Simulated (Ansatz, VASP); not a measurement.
**Cross-check of SiGe2 between VASP and Ansatz**

Aim: how closely do two programs agree when they are given the same cell, functional and k mesh? The cell is generated by rule, not measured, and may not be a known phase. The cell is taken from a series of runs on this material, whose earlier steps may have relaxed, scaled, displaced or heated it; both programs get it as it stands.

Main program and level: Ansatz 0.2.0; plane waves, with VASP 6.6.1 beside it; r2SCAN.

The structure was built from a prototype and need not be the compound's stable phase.

**1. The starting structure**

The structure is tetragonal, space group I4_1/amd (No. 141). Conventional cell: a = 7.478 Å, b = 7.478 Å, c = 10.576 Å, α = 90.00°, β = 90.00°, γ = 90.00°. Nearest to Si lie 4 Ge at 2.28 to 2.35 Å. Nearest to Ge lie 2 Si at 2.28 to 2.35 Å. Farther neighbours are not listed.

**2. Ansatz: single point, r2SCAN**

Ansatz runs on its default PAW (the set named soft_2) files.

A single point takes one fixed geometry, so differences don't come from the geometry; what else differs is listed under the comparison.

input.yaml

```yaml
crystal:
  lattice:
    - [5.2880224348, 5.2880224348, 0.0]
    - [5.2880224348, 0.0, 5.2880224348]
    - [5.2880224348, 0.0, -5.2880224348]
  atoms:
    - { symbol: Si, position: [0.0275478102, 0.4862260949, 0.4862260949] }
    - { symbol: Si, position: [-0.0275478102, 0.0137739051, 1.0137739051] }
    - { symbol: Si, position: [0.4724521898, 0.2637739051, 0.7637739051] }
    - { symbol: Si, position: [0.5275478102, 0.7362260949, 0.2362260949] }
    - { symbol: Ge, position: [0.2777494745, 0.0892070731, 0.8611252627] }
    - { symbol: Ge, position: [0.2222505255, 0.6607929269, 0.3888747373] }
    - { symbol: Ge, position: [0.7777494745, 0.1111252627, 0.8392070731] }
    - { symbol: Ge, position: [0.7222505255, 0.6388747373, 0.4107929269] }
    - { symbol: Ge, position: [0.2777494745, 0.6330434524, 0.8611252627] }
    - { symbol: Ge, position: [0.2222505255, 0.1169565476, 0.3888747373] }
    - { symbol: Ge, position: [0.7777494745, 0.1111252627, 0.3830434524] }
    - { symbol: Ge, position: [0.7222505255, 0.6388747373, 0.8669565476] }
kpoints:
  mp_grid: { grid: [8, 8, 8] }
hamiltonian:
  xc: r2scan
scf:
  occupations: { method: methfessel_paxton, width: 0.2 }
output:
  forces: true
  stress: true
  eigenvalues: true
```

On the command line:

```bash
$ ansatz run input.yaml --threads 8 --pin off --max-ram 14336MiB --backend cpu --events-out ev --progress --plain --runs-dir out
```

Numbers of over 12 decimals in the logs are rounded to 6 here.

Output:

```text
Engine: ansatz 0.2.0, aarch64-unknown-linux-gnu
Pseudopotentials: kind: paw
Pseudopotential: Si, paw, valence charge 4, recommended cutoff 500 eV (meta_gga), Si.paw.azcp
Pseudopotential: Ge, paw, valence charge 14, recommended cutoff 500 eV (meta_gga), Ge.paw.azcp
Functional definition: r2SCAN
  parameter k0 = 0.174
  parameter k1 = 0.065
  parameter a1 = 4.9479
  exchange = r2scan_x(k0 = k0, k1 = k1, a1 = a1)
  correlation = r2scan_c
Crystal: 12 atoms, lattice volume = 295.740 Å³
Basis set: ecut = 500 eV, 7583 PW (Γ), exchange–correlation on 240×240×240 points (64 copies of the dense FFT grid, shifted against one another)
Bands: 77, of which v1, the nominal top of the filled ones, is band 64 counted from 1 (63 counted from 0)
Symmetry: 16 space group operations
Space group: I41/amd (ITA 141), of the structure as read, at distance tolerance 6.7e-5 Å
k-points: 59 of 512
Non-local potential: Si, projectors of the file, l = 0: 2, l = 1: 2, l = 2: 2
Non-local potential: Ge, projectors of the file, l = 0: 2, l = 1: 2, l = 2: 3, l = 3: 1
PAW form: soft (Blöchl's): semilocal exchange-correlation on the pseudo side does not see the compensation charge
PAW frozen core: Si, regenerated for the run's functional (the file was generated under x = pbe(κ = 0.804, μ = 0.219515), c = pbe(β = 0.066725))
PAW frozen core: Ge, regenerated for the run's functional (the file was generated under x = pbe(κ = 0.804, μ = 0.219515), c = pbe(β = 0.066725))
PAW one-centre angular grid: Si, 302 points (default); XC on 160 Gauss nodes
PAW one-centre angular grid: Ge, 590 points (default); XC on 160 Gauss nodes
Initial density: superposition of atomic densities (neutral atoms: chi_scale 0, normalization atom), corrected by the library's trained network
Initial wavefunctions: pseudopotential atomic-orbital guess
Functional: x = r2scan, c = r2scan; τ floored in thin density (d = 2e-4 eV/Å³)
SCF iter   1: F=—  HF=-36968.434137 eV  |F-HF|=—  |Δ(HF+E_count)|=         —  Δρ=8.14e-3  dr2=2.91e-1  dr2_τ=2.84e-2  ethr=1.77e-3  ⟨swp⟩=7.1  Hψ=17472  notcnv=0
preconditioner: auto → Kerker (q_TF=auto, 2.373 Å⁻¹)  [metal: Δε(μ)=0.008 eV  Ē_g=7.487 eV  σ=0.200 eV  W_gap=0.03  n_scr=58 (ndim 8)  ℏωp=15.0 eV  f_vac=0.000  D(μ)=5.51/eV (n_scr^D=26)]
SCF iter   2: F=—  HF=-36968.462363 eV  |F-HF|=—  |Δ(HF+E_count)|=   2.82e-2  S|Δr|=    0.00e0  Δρ=4.18e-3  dr2=9.89e-2  dr2_τ=2.35e-4  ethr=2.27e-4  ⟨swp⟩=2.2  Hψ=9029  notcnv=0  defer=1
SCF iter   3: F=—  HF=-36968.445699 eV  |F-HF|=—  |Δ(HF+E_count)|=   1.67e-2  S|Δr|=    0.00e0  Δρ=2.02e-3  dr2=2.24e-2  dr2_τ=1.44e-4  ethr=7.73e-5  ⟨swp⟩=2.0  Hψ=5315  notcnv=0  defer=1
SCF iter   4: F=—  HF=-36968.440770 eV  |F-HF|=—  |Δ(HF+E_count)|=   4.93e-3  S|Δr|=    0.00e0  Δρ=4.23e-4  dr2=1.24e-3  dr2_τ=4.05e-6  ethr=1.75e-5  ⟨swp⟩=2.0  Hψ=5666  notcnv=0  defer=1
SCF iter   5: F=—  HF=-36968.440969 eV  |F-HF|=—  |Δ(HF+E_count)|=   2.00e-4  S|Δr|=    0.00e0  Δρ=1.52e-4  dr2=2.21e-4  dr2_τ=8.09e-7  ethr=9.71e-7  ⟨swp⟩=2.0  Hψ=5822  notcnv=0  defer=1
SCF iter   6: F=—  HF=-36968.441007 eV  |F-HF|=—  |Δ(HF+E_count)|=   3.82e-5  S|Δr|=    0.00e0  Δρ=4.62e-5  dr2=2.15e-5  dr2_τ=9.28e-8  ethr=1.73e-7  ⟨swp⟩=3.0  Hψ=9343  notcnv=0  defer=1
SCF iter   7: F=—  HF=-36968.440980 eV  |F-HF|=—  |Δ(HF+E_count)|=   2.77e-5  S|Δr|=    0.00e0  Δρ=2.05e-5  dr2=2.54e-6  dr2_τ=1.06e-8  ethr=1.68e-8  ⟨swp⟩=2.0  Hψ=5897  notcnv=0  defer=54
SCF iter   8: F=-36968.440981 eV  HF=-36968.440981 eV  |F-HF|=3.14e-8  |Δ(HF+E_count)|=   1.01e-6  S|Δr|=    0.00e0  Δρ=4.61e-6  dr2=8.76e-8  dr2_τ=6.96e-10  ethr=7.81e-11  ⟨swp⟩=10.5  Hψ=22080  notcnv=0
SCF 1 converged in 8 iterations: F = -36968.440981 eV  dr2 = 8.76e-8
  greatest PAW one-centre occupation: 0.998 electrons in one spin orbital (limit 2), on the Ge atom at site 11 (counted from 0), in its partial waves of l = 2
SCF converged after 8 iterations
Stability not checked: this state was not tested for a lower state beside it, because cold or Methfessel-Paxton smearing, or corrected tetrahedra, fill the levels in a way that the test cannot read (fill_not_monotonic; see scf.lower_state_search)
Free energy (F): -36968.440981 eV
Harris-Foulkes:  -36968.440981 eV  (|F-HF|=3.14e-8)
Internal energy: -36968.439045 eV  (E = F + TS)
E sigma→0 (E₀):  -36968.440497 eV
Entropy (-TS):   -0.001935 eV (-0.161 meV/atom)
Fermi energy:    6.493278 eV
Step filling:    the computed levels leave a gap of 0.0037 eV = 0.0 smearing widths at the electron count; against every level under it full and every level over it empty, smearing changes F+E_penalty+E_count by -2.121 meV and its σ→0 estimate by -1.637 meV
--- Per-component energies (eV) ---
  E_band       = -1485.145706
  E_kinetic    = 1034.754097
  E_local      = -21075.187811  (includes V_loc(G=0)·N_el)
  E_nonlocal   = 3442.063054
  E_hartree    = 9192.900520
  E_xc         = -749.388716
  E_vxc        = -730.716466  (∫ρ·V_xc dr)
  E_paw        = -18332.133664  (= ΣΔE_a)
  E_vpaw       = -2581.294070  (= ΣTr[D̂ρ^β])
  E_aug_tail   = 0.000142  (compensation charges beyond the density's cutoff)
  E_vtau       = 39.453051  (kinetic-family band-sum trace: ∫τ·v_τ [+ j·A + Jᵃ·Aᵃ] dr)
  E_ewald      = -10472.454810
  E_core_change = -8.991858  (= ΣΔE_core)
  E_smearing   = -0.001935  (= −TS)
  E_closure    = -0.000000  (closes the sum)
  Σ components = -36968.440981   (vs F -36968.440981, Δ=0.00e0)
--- Forces (eV/Å), atoms counted from 1 ---
  atom   1  Si    -0.00000000     0.14718168     0.00000000
  atom   2  Si     0.00000000    -0.14718168     0.00000000
  atom   3  Si    -0.00000000    -0.14718168    -0.00000000
  atom   4  Si     0.00000000     0.14718168     0.00000000
  atom   5  Ge    -0.86147355     0.87991726    -0.86147355
  atom   6  Ge     0.86147355    -0.87991726     0.86147355
  atom   7  Ge    -0.86147355     0.87991726     0.86147355
  atom   8  Ge     0.86147355    -0.87991726    -0.86147355
  atom   9  Ge     0.86147355     0.87991726     0.86147355
  atom  10  Ge    -0.86147355    -0.87991726    -0.86147355
  atom  11  Ge     0.86147355     0.87991726    -0.86147355
  atom  12  Ge    -0.86147355    -0.87991726     0.86147355
  max |Σ_I F_I| component: 4.44e-16 eV/Å
--- Stress (GPa, compression-positive) ---
       -0.021462       0.000000       0.000000
        0.000000      -3.009268       0.000000
        0.000000       0.000000      -0.021462
  P = ⅓ Tr σ = -1.0174 GPa (-10.174 kbar)
--- Band table (eV; the first three rows and the last of 59) ---
  k-point 0: bands = [... 60 lower, 5.8501, 6.4728, 6.6182, 7.1882, 7.1882, 7.6328, 7.7652, 8.0696, ... 9 higher]
  k-point 1: bands = [... 60 lower, 5.7870, 6.3534, 6.7121, 6.9053, 7.2799, 7.4281, 7.8746, 8.1974, ... 9 higher]
  k-point 2: bands = [... 60 lower, 5.6004, 6.1270, 6.3919, 6.4607, 7.0961, 7.3546, 7.6873, 7.8145, ... 9 higher]
  k-point 58: bands = [... 60 lower, 4.9037, 4.9037, 6.1779, 6.1779, 6.3466, 6.3466, 6.9855, 6.9855, ... 9 higher]
```

The run ends at a pressure of -1.02 GPa, with forces up to 1.5 eV/Å.

**3. VASP: single point, r2SCAN**

The same cell, functional, mesh and smearing now go to VASP, with its own data sets.

Lines of VASP's logs that name or quote its potential files are left out, and so is its time.

INCAR

```
SYSTEM = SiGe2
PREC = Accurate
ENCUT = 550
EDIFF = 1E-06
NELM = 120
ISMEAR = 1
SIGMA = 0.2
LREAL = .FALSE.
ALGO = Normal
METAGGA = R2SCAN
LASPH = .TRUE.
NBANDS = 79
LORBIT = 11
LWAVE = .FALSE.
LCHARG = .FALSE.
ISIF = 2
GGA_COMPAT = .FALSE.
LMIXTAU = .TRUE.
KPAR = 2
```

POSCAR

```
SiGe2
1.0
    5.2880224348      5.2880224348      0.0000000000
    5.2880224348      0.0000000000      5.2880224348
    5.2880224348      0.0000000000     -5.2880224348
Si Ge
4 8
Direct
    0.0275478102      0.4862260949      0.4862260949
    0.9724521898      0.0137739051      0.0137739051
    0.4724521898      0.2637739051      0.7637739051
    0.5275478102      0.7362260949      0.2362260949
    0.2777494745      0.0892070731      0.8611252627
    0.2222505255      0.6607929269      0.3888747372
    0.7777494745      0.1111252627      0.8392070731
    0.7222505255      0.6388747372      0.4107929269
    0.2777494745      0.6330434524      0.8611252627
    0.2222505255      0.1169565476      0.3888747372
    0.7777494745      0.1111252627      0.3830434524
    0.7222505255      0.6388747372      0.8669565476
```

KPOINTS

```
Automatic mesh
0
Gamma
8 8 8
0 0 0
```

Potentials, in the order of the species: Si and Ge_d (PBE family, release 64).

On the command line:

```bash
$ mpirun -np 2 vasp_std
```

Output:

```text
[banner, memory and clock lines left out]
running    2 mpi-ranks, on    1 nodes
 distrk:  each k-point on    1 cores,    2 groups
 distr:  one band on    1 cores,    1 groups

 POSCAR found type information on POSCAR SiGe
 POSCAR found :  2 types and      12 ions
|                                                                             |
|               ----> ADVICE to this user running VASP <----                  |
|                                                                             |
|     You enforced a specific xc type in the INCAR file but a different       |
|     [... a line on the potential file left out ...]
|     I HOPE YOU KNOW WHAT YOU ARE DOING!                                     |
|                                                                             |

 LDA part: xc-table for (None), standard interpolation
 POSCAR, INCAR and KPOINTS ok, starting setup
 FFT: planning ... GRIDC
 FFT: planning ... GRID_SOFT
 FFT: planning ... GRID
 WAVECAR not read
 entering main loop
       N       E                     dE             d eps       ncg     rms          rms(c)
DAV:   1     0.165177573424E+04    0.16518E+04   -0.59397E+04 11909   0.394E+03
DAV:   2     0.206642372265E+03   -0.14451E+04   -0.13829E+04  9322   0.120E+03
DAV:   3    -0.114051714715E+03   -0.32069E+03   -0.30642E+03  9738   0.267E+02
DAV:   4    -0.147578113474E+03   -0.33526E+02   -0.32210E+02 10997   0.929E+01
DAV:   5    -0.149004214198E+03   -0.14261E+01   -0.14079E+01 10462   0.202E+01    0.103E+01
DAV:   6    -0.140915349795E+03    0.80889E+01   -0.23595E+00 10368   0.125E+01    0.618E+00
DAV:   7    -0.129441984191E+03    0.11473E+02   -0.27507E+00 10122   0.799E+00    0.187E+00
DAV:   8    -0.133553294339E+03   -0.41113E+01   -0.16764E+00 10031   0.534E+00    0.778E-01
DAV:   9    -0.134967345636E+03   -0.14141E+01   -0.58224E-01 10290   0.270E+00    0.630E-01
DAV:  10    -0.135373069182E+03   -0.40572E+00   -0.19701E-01  9890   0.234E+00    0.348E-01
DAV:  11    -0.134236127893E+03    0.11369E+01   -0.79151E-01  9511   0.291E+00    0.199E-01
DAV:  12    -0.134971746184E+03   -0.73562E+00   -0.57617E-01  9399   0.220E+00    0.167E-01
DAV:  13    -0.134985783772E+03   -0.14038E-01   -0.22062E-02 12503   0.503E-01    0.130E-01
DAV:  14    -0.134987731862E+03   -0.19481E-02   -0.31257E-03 11080   0.234E-01    0.884E-02
DAV:  15    -0.134987705557E+03    0.26306E-04   -0.76467E-04 10888   0.131E-01    0.655E-02
DAV:  16    -0.134983056175E+03    0.46494E-02   -0.41641E-03 11212   0.241E-01    0.265E-02
DAV:  17    -0.134987477273E+03   -0.44211E-02   -0.43335E-03  9805   0.297E-01    0.239E-02
DAV:  18    -0.134988419678E+03   -0.94241E-03   -0.70595E-04 10058   0.108E-01    0.210E-02
DAV:  19    -0.134988686091E+03   -0.26641E-03   -0.14445E-04  9994   0.423E-02    0.168E-02
DAV:  20    -0.134988956903E+03   -0.27081E-03   -0.17453E-04 10173   0.484E-02    0.695E-03
DAV:  21    -0.134988958853E+03   -0.19495E-05   -0.10664E-05  8069   0.192E-02    0.619E-03
DAV:  22    -0.134988960097E+03   -0.12439E-05   -0.69589E-06  7696   0.103E-02    0.603E-03
DAV:  23    -0.134988960678E+03   -0.58144E-06   -0.19920E-06  7695   0.762E-03
   1 F= -.13498896E+03 E0= -.13498832E+03  d E =-.192093E-02
```

OUTCAR, selected parts (step 3):

```text
ion  position               nearest neighbor table
   1  0.028  0.486  0.486-  10 2.28   6 2.28   8 2.35  12 2.35
   2  0.972  0.014  0.014-  11 2.28   7 2.28   5 2.35   9 2.35
   3  0.472  0.264  0.764-   9 2.28   5 2.28   7 2.35  11 2.35
   4  0.528  0.736  0.236-  12 2.28   8 2.28   6 2.35  10 2.35
   5  0.278  0.089  0.861-   3 2.28   2 2.35
   6  0.222  0.661  0.389-   1 2.28   4 2.35
   7  0.778  0.111  0.839-   2 2.28   3 2.35
   8  0.722  0.639  0.411-   4 2.28   1 2.35
   9  0.278  0.633  0.861-   3 2.28   2 2.35
  10  0.222  0.117  0.389-   1 2.28   4 2.35
  11  0.778  0.111  0.383-   2 2.28   3 2.35
  12  0.722  0.639  0.867-   4 2.28   1 2.35

  LATTYP: Found a face centered cubic cell.
 ALAT       =    10.5760448696

 Subroutine GETGRP returns: Found 16 space group operations
 (whereof  4 operations were pure point group operations)

The static configuration has the point symmetry C_2v.
 The point group associated with its full space group is D_4h.

 Found     59 irreducible k-points:

   k-points           NKPTS =     59   k-points in BZ     NKDIM =     59   number of bands    NBANDS=     79

   dimension x,y,z NGX =    60 NGY =   60 NGZ =   60
   dimension x,y,z NGXF=   120 NGYF=  120 NGZF=  120

   ENCUT  =  550.0 eV  40.42 Ry    6.36 a.u.  14.30 14.30 14.30*2*pi/ulx,y,z

   NELECT =     128.0000    total number of electrons

 k-points in reciprocal lattice and weights: Automatic mesh
   0.00000000  0.00000000  0.00000000       0.002
   0.12500000  0.00000000  0.00000000       0.004
   0.12500000  0.12500000  0.12500000       0.008
   0.25000000  0.00000000  0.00000000       0.004
   0.25000000  0.25000000  0.25000000       0.008
   0.37500000  0.00000000  0.00000000       0.004
   0.37500000  0.37500000  0.37500000       0.008
   0.50000000  0.00000000  0.00000000       0.002
   0.50000000  0.50000000  0.50000000       0.004
[...]
-0.25000000  0.25000000  0.25000000       0.008
   0.25000000  0.50000000  0.50000000       0.004

 average (electrostatic) potential at core
       1 -89.0635       2 -89.0635       3 -89.0635       4 -89.0635       5 -80.3659
       6 -80.3659       7 -80.3659       8 -80.3659       9 -80.3659      10 -80.3659
      11 -80.3659      12 -80.3659

 E-fermi :   4.1793

 k-point     1 :       0.0000    0.0000    0.0000
  band No.  band energies     occupation
    ...
     58       1.2833      2.00000
     59       2.1339      2.00000
     60       3.5416      2.00006
     61       3.5416      2.00006
     62       4.1580      1.17920
     63       4.2975      0.16780
     64       4.8739     -0.00001
     65       4.8739     -0.00001
     66       5.3161     -0.00000
     67       5.4529     -0.00000
    ...

 k-point     2 :       0.1250    0.0000    0.0000
  band No.  band energies     occupation
    ...
     58       1.3667      2.00000
     59       2.2116      2.00000
     60       3.4017      2.00000
     61       3.4017      2.00000
     62       3.5887      2.00024
     63       4.5123     -0.04018
     64       4.5123     -0.04018
     65       4.8879     -0.00001
     66       5.2307     -0.00000
     67       5.2525     -0.00000
    ...

 k-point     3 :       0.1250    0.1250    0.1250
  band No.  band energies     occupation
    ...
     58       1.4586      2.00000
     59       2.4896      2.00000
     60       2.7050      2.00000
     61       3.3621      2.00000
     62       4.1436      1.29624
     63       4.3790     -0.05000
     64       4.5058     -0.04312
     65       4.8248     -0.00005
     66       5.1505     -0.00000
     67       5.6370     -0.00000
    ...

  Total       -0.1254965     -5.6302136     -0.1254965      0.0000000     -0.0000000      0.0000000
  in kB       -0.6798800    -30.5018088     -0.6798800      0.0000000     -0.0000000      0.0000000
  external PRESSURE =     -10.6205229 kB  Pullay stress =       0.0000000 kB

  energy-cutoff  :      550.00
  volume of cell :      295.74
      direct lattice vectors                 reciprocal lattice vectors
     5.288022435  5.288022435  0.000000000     0.000000000  0.189106611  0.000000000
     5.288022435  0.000000000  5.288022435     0.094553305 -0.094553305  0.094553305
     5.288022435  0.000000000 -5.288022435     0.094553305 -0.094553305 -0.094553305

 POSITION                                       TOTAL-FORCE (eV/Angst)
 -----------------------------------------------------------------------------------
      5.28802      0.14567      0.00000         0.000000      0.146524      0.000000
      5.28802      5.14235      0.00000         0.000000     -0.146524      0.000000
      7.93203      2.49834     -2.64401         0.000000     -0.146524      0.000000
      7.93203      2.78968      2.64401         0.000000      0.146524      0.000000
      6.49412      1.46875     -4.08192        -0.864649      0.879642     -0.864649
      6.72593      1.17527      1.43791         0.864649     -0.879642      0.864649
      9.13814      4.11276     -3.85011        -0.864649      0.879642      0.864649
      9.36994      3.81928      1.20610         0.864649     -0.879642     -0.864649
      9.36994      1.46875     -1.20610         0.864649      0.879642      0.864649
      3.85011      1.17527     -1.43791        -0.864649     -0.879642     -0.864649
      6.72593      4.11276     -1.43791         0.864649      0.879642     -0.864649
     11.78215      3.81928     -1.20610        -0.864649     -0.879642      0.864649
 -----------------------------------------------------------------------------------
    total drift:                                0.000001      0.000000     -0.000000

  FREE ENERGIE OF THE ION-ELECTRON SYSTEM (eV)
  ---------------------------------------------------
  free  energy   TOTEN  =      -134.9889606783 eV

  energy  without entropy=     -134.9870397436  energy(sigma->0) =     -134.98832037

 total charge
# of ion       s       p       d       tot
------------------------------------------
    1        0.774   0.882   0.000   1.656
    2        0.774   0.882   0.000   1.656
    3        0.774   0.882   0.000   1.656
    4        0.774   0.882   0.000   1.656
    5        1.180   1.109   9.997  12.286
    6        1.180   1.109   9.997  12.286
    7        1.180   1.109   9.997  12.286
    8        1.180   1.109   9.997  12.286
    9        1.180   1.109   9.997  12.286
   10        1.180   1.109   9.997  12.286
   11        1.180   1.109   9.997  12.286
   12        1.180   1.109   9.997  12.286
--------------------------------------------------
tot         12.539  12.399  79.974 104.912

[... 3 further parts left out ...]
```

The run ends at a pressure of -1.06 GPa, with forces up to 1.5 eV/Å.

**4. Differences**

Known differences besides the potentials themselves: VASP keeps PBE cores, Ansatz makes them for the functional; the cutoff is 500 eV in Ansatz and 550 eV in VASP. Total energies have different zeros and are not compared.

Compared:

```csv
quantity,Ansatz,VASP,difference
pressure (GPa),-1.02,-1.06,+0.04
```

Forces on 8 of the 12 atoms, those with the largest forces and the largest differences (eV/Å; atoms numbered as in POSCAR):

```csv
atom,"Ansatz x, y, z","VASP x, y, z"
Ge5,"-0.861, 0.880, -0.861","-0.865, 0.880, -0.865"
Ge6,"0.861, -0.880, 0.861","0.865, -0.880, 0.865"
Ge7,"-0.861, 0.880, 0.861","-0.865, 0.880, 0.865"
Ge8,"0.861, -0.880, -0.861","0.865, -0.880, -0.865"
Ge9,"0.861, 0.880, 0.861","0.865, 0.880, 0.865"
Ge10,"-0.861, -0.880, -0.861","-0.865, -0.880, -0.865"
Ge11,"0.861, 0.880, -0.861","0.865, 0.880, -0.865"
Ge12,"-0.861, -0.880, 0.861","-0.865, -0.880, 0.865"
```

The forces differ by 2.1 meV/Å r.m.s., which is 0.3 % of the r.m.s. force of 0.712 eV/Å (both taken over all components).

**5. Summary of results**

| Property | Result |
| --- | --- |
| r.m.s. force difference (single point, r2SCAN) | 0.30 % of the r.m.s. force |

In words: The r.m.s. force difference is 0.30 % of the r.m.s. force (single point, r2SCAN), within the 3 % picked in this series as the mark of a large difference. How closely two codes agree says nothing of how well the functional describes the real material.

[Lines on the potential files, build, host, timing and source positions are cut from VASP's logs without a mark.]

[Logs are printed without paths, hosts, clocks, repeated set-up lines and the standing remarks that a program may print on its own settings, such as how far it seeks lower states.]

[Hosts, paths, dates, database ids (printed as entryN), source tags and the programs' standing remarks are cut or masked in the printed files.]
